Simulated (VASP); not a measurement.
Wanted: an ASE script for a VASP 6.6.1 run.

```yaml
Task: single point
Functional: PBE
Dispersion: TS-HI
Potentials_or_basis: VASP PAW PBE potentials, release 64 (Ru_pv, Si)
Cutoff: 520 eV
k_mesh: 6 × 6 × 6
Occupations: gaussian, width 0.1 eV
Spin: no spin polarisation
Further_INCAR_settings: ALGO = Fast; EDIFF = 1.00e-07
```

The structure of SiRu lies in SiRu.cif:

```cif
data_SiRu
_cell_length_a 4.70859538
_cell_length_b 4.70859538
_cell_length_c 4.70859538
_cell_angle_alpha 90.00000000
_cell_angle_beta 90.00000000
_cell_angle_gamma 90.00000000
_space_group_name_H-M_alt 'P2_13'
_space_group_name_Hall 'P 2ac 2ab 3'
_space_group_IT_number 198
loop_
_space_group_symop_operation_xyz
'x,y,z'
'-x+1/2,-y,z+1/2'
'x+1/2,-y+1/2,-z'
'-x,y+1/2,-z+1/2'
'z,x,y'
'z+1/2,-x+1/2,-y'
'-z,x+1/2,-y+1/2'
'-z+1/2,-x,y+1/2'
'y,z,x'
'-y,z+1/2,-x+1/2'
'-y+1/2,-z,x+1/2'
'y+1/2,-z+1/2,-x'
loop_
_atom_site_label
_atom_site_type_symbol
_atom_site_symmetry_multiplicity
_atom_site_Wyckoff_symbol
_atom_site_fract_x
_atom_site_fract_y
_atom_site_fract_z
_atom_site_occupancy
Ru1 Ru 4 a 0.1294055100 0.1294055100 0.1294055100 1
Si1 Si 4 a 0.8375777300 0.8375777300 0.8375777300 1
```

The cell comes from a database or a generator and needn't be the stable form of this composition.

These files were run (other wordings do the same):

run.py

```python
from ase.calculators.vasp import Vasp
from ase.dft.bandgap import bandgap
from ase.io import read

atoms = read('SiRu.cif', primitive_cell=True, subtrans_included=False)
calc = Vasp(
    directory='calc',
    xc='pbe',
    pp='PBE',
    setups='recommended',
    prec='Accurate',
    encut=520,
    ediff=1e-07,
    ismear=0,
    sigma=0.1,
    lreal=False,
    lasph=True,
    nelm=80,
    algo='Fast',
    isif=2,
    lwave=False,
    lcharg=True,
    ivdw=21,
    lelf=True,
    lvhar=True,
    kpts=[6, 6, 6],
    gamma=True,
)
atoms.calc = calc

print('energy (eV):', atoms.get_potential_energy())
print('free energy (eV):', atoms.get_potential_energy(force_consistent=True))
print('forces (eV/A):')
print(atoms.get_forces())
print('stress (eV/A^3, Voigt):', atoms.get_stress())
print('Fermi level (eV):', calc.get_fermi_level())
gap, top, bottom = bandgap(calc)
print('band gap (eV):', gap, 'from (spin, k, band)', top, 'to', bottom)
```

Potentials or basis: VASP PAW PBE potentials, release 64 (Ru_pv, Si).

The run is started by

```console
$ python run.py
```

Results of the run:

| Property | Result |
| --- | --- |
| Pressure | -4.0 GPa |
| Largest force | 0.180 eV/Å |
| Band gap on the k mesh | 0.27 eV, indirect (least direct gap 0.33 eV) |
| Hirshfeld charges | Ru +0.06; Si -0.06 e |
| Dispersion energy per atom | -0.787 eV |

Run time: 2.1 min on 1 thread of Intel(R) Xeon(R) 6975P-C (Granite Rapids), with other jobs on the host, peak memory 0.25 GiB.
